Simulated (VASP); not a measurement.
Here is a VASP 6.6.1 calculation.

File INCAR:

```
  ALGO = Normal
  EDIFF = 1E-7
  EDIFFG = -0.15
  ENCUT = 520
  GGA = PE
  IBRION = 2
  ISIF = 3
  ISMEAR = 0
  LASPH = T
  LCHARG = F
  LREAL = F
  LWAVE = F
  NELM = 60
  NSW = 80
  PREC = Accurate
  SIGMA = 0.1
```

File KPOINTS:

```
k-points
0
Gamma
  16 16 16
```

The input POSCAR:

```
TiC                                     
1.0
    0.0000000000      2.1671264993      2.1671264993
    2.1671264993     -0.0000000000      2.1671264993
    2.1671264993      2.1671264993      0.0000000000
  Ti              C             
     1     1
Direct
     0.0000000000000000    0.0000000000000000    0.0000000000000000
     0.5000000000000000    0.5000000000000000    0.5000000000000000
```

Potentials or basis: VASP PAW PBE potentials, release 64 (Ti_sv, C).

Run with:

```console
$ cat potpaw_PBE.64/Ti_sv/POTCAR potpaw_PBE.64/C/POTCAR > POTCAR
$ mpirun -np 1 vasp_std > vasp.out
```

Q: Estimate the band gap on the k mesh.

A: None (metal or under the smearing width).

Final structure:
```xyz
2
Lattice="0.0000 2.1671 2.1671 2.1671 0.0000 2.1671 2.1671 2.1671 0.0000" Properties=species:S:1:pos:R:3 pbc="T T T"
Ti    0.0000    0.0000    0.0000
C     2.1671    2.1671    2.1671
```

Caveat: the relaxation stopped at its first step, so nothing moved.
